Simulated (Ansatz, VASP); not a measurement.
MnH2O2 (Pyrochroite) in VASP and in Ansatz

The input INCAR:

```
ALGO = Normal ; EDIFF = 1E-7
ENCUT = 520 ; GGA = PS
ISIF = 2 ; ISMEAR = -1
ISPIN = 2 ; KPAR = 2
LASPH = T ; LCHARG = F
LMAXMIX = 4 ; LORBIT = 11
LREAL = F ; LWAVE = F
MAGMOM = 4 0 0 0 0 ; NBANDS = 26
NELM = 100 ; PREC = Accurate
SIGMA = 0.05
```

Contents of KPOINTS:

```
k-points
0
Gamma
  9 9 6
```

File POSCAR:

```
MnH2O2
1.0
    3.2500000000      0.0000000000      0.0000000000
   -1.6250000000      2.8145825623      0.0000000000
    0.0000000000      0.0000000000      4.4800000000
Mn O H
1 2 2
Direct
   -0.0029420000     -0.0107240000     -0.0019000000
    0.6718820000      0.3437170000      0.7846150000
    0.3469730000      0.6829960000      0.2071000000
    0.6563540000      0.3351910000      0.5488970000
    0.3330430000      0.6667800000      0.4458820000
```

The input input.yaml:

```yaml
crystal:
  lattice:
    - [3.25, 0.0, 0.0]
    - [-1.625, 2.8145825623, 0.0]
    - [0.0, 0.0, 4.48]
  atoms:
    - { symbol: Mn, position: [-0.002942, -0.010724, -0.0019], spin: 4.0 }
    - { symbol: O, position: [0.671882, 0.343717, 0.784615] }
    - { symbol: O, position: [0.346973, 0.682996, 0.2071] }
    - { symbol: H, position: [0.656354, 0.335191, 0.548897] }
    - { symbol: H, position: [0.333043, 0.66678, 0.445882] }
hamiltonian:
  xc: pbesol
  pseudopotentials: { kind: paw }
magnetization:
  spin_polarized: true
kpoints:
  mp_grid: { grid: [9, 9, 6] }
scf:
  occupations: { method: fermi_dirac, width: 0.05 }
output:
  forces: true
  stress: true
  eigenvalues: true
```

Change from the starting cell: atoms moved at random, drawn with an rms of 0.05 Å.

Alike in both runs: task single point; functional PBEsol; k mesh 9 × 9 × 6; occupations fermi-dirac, width 0.05 eV; collinear spin, ferromagnetic start.

|  | VASP | Ansatz |
| --- | --- | --- |
| version | VASP 6.6.1 | Ansatz 0.2.0 |
| potentials or method | VASP PAW PBE potentials, release 64 (Mn_pv, O, H) | Ansatz PAW |
| plane-wave cutoff (eV) | 520 | 420 |
| valence electrons in the cell | 27 | 29 |

VASP gave:

```
gap on the k mesh at the Fermi level (eV)                     : none
pressure (GPa)                                                : 3.7
largest component of the traceless stress (GPa)               : 15.15
rms of the force components (eV/Å)                            : 1.707
net moment per atom (μB)                                      : 1.00
size of the moment on the site where the two differ most (μB) : 4.43
```

Which values does Ansatz return?

gap on the k mesh at the Fermi level (eV): none; pressure (GPa): 3.4; largest component of the traceless stress (GPa): 15.61; rms of the force components (eV/Å): 1.738; net moment per atom (μB): 1.00; size of the moment on the site where the two differ most (μB): 3.98.

Site moments also hang on the region over which each program counts them. Atom by atom the forces differ by 0.038 eV/Å (rms over components). A gap of «none» marks a metal or a gap that the smearing closes. The two sets of potentials don't hold the same shells in valence.

Caveats: a cell with one magnetic atom can't hold antiferromagnetic order, which such compounds often take; semilocal functionals often make such compounds metallic where correlation or magnetic order opens a gap, which also shifts bond lengths; the PAW data sets were made with another functional, which shifts forces and pressure a little (VASP); the pressure holds a Pulay correction of +0.8 GPa for the finite cutoff (Ansatz); the PAW data sets come from PBE, with cores solved anew for the run's functional, which leaves a small shift of forces and pressure (Ansatz).
